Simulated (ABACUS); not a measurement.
Runs of ABACUS 3.10.1 on Cl. Symmetry: Cmce, No. 64, orthorhombic system. The conventional cell has a = 6.290 Å, b = 4.500 Å, c = 8.210 Å, α = 90.00°, β = 90.00°, γ = 90.00°. Around Cl (site symmetry m) lie 1 Cl at 2.02 Å. 

```csv
task,level,potentials or basis,cell,k mesh,cutoff (eV),symmetry key,threshold of the eigensolver,path,points for each segment of the path,gap on the mesh (eV),pressure (GPa),largest force (eV/Å)
single point,PBEsol,"PseudoDojo NC SR 0.4.1 PBEsol standard, plane waves","atoms moved at random, drawn with an rms of 0.05 Å",7 × 7 × 4,789,1,-,-,-,2.53,0.0,0.52
single point,LDA,"SG15 ONCV 1.2 PBE, plane waves",as given,5 × 5 × 3,816,1,-,-,-,2.38,-1.6,0.31
single point,PBEsol,"SG15 ONCV 1.2 PBE, plane waves",as given,5 × 5 × 3,816,1,-,-,-,2.44,-0.3,0.19
single point,PBEsol,"PseudoDojo NC SR 0.4.1 PBEsol standard, plane waves",as given,7 × 7 × 4,789,1,-,-,-,2.41,-0.9,0.19
single point,BLYP,"SG15 ONCV 1.2 PBE, plane waves",as given,5 × 5 × 3,816,1,-,-,-,2.58,2.6,0.66
single point,SCAN,"SG15 ONCV 1.2 PBE, plane waves",as given,5 × 5 × 3,816,1,-,-,-,(a),(b),0.22
```

Alike in all rows: no spin polarisation; smearing fermi-dirac 0.05 eV.

Task: Estimate the missing entries.

Result: (a) 2.89; (b) -0.2.

Caveats: an odd mesh through Γ misses points on the zone boundary, where band edges often lie; the potentials were made for another functional, which shifts forces and pressure (some runs).

Runs at the PBE level aren't shown here.
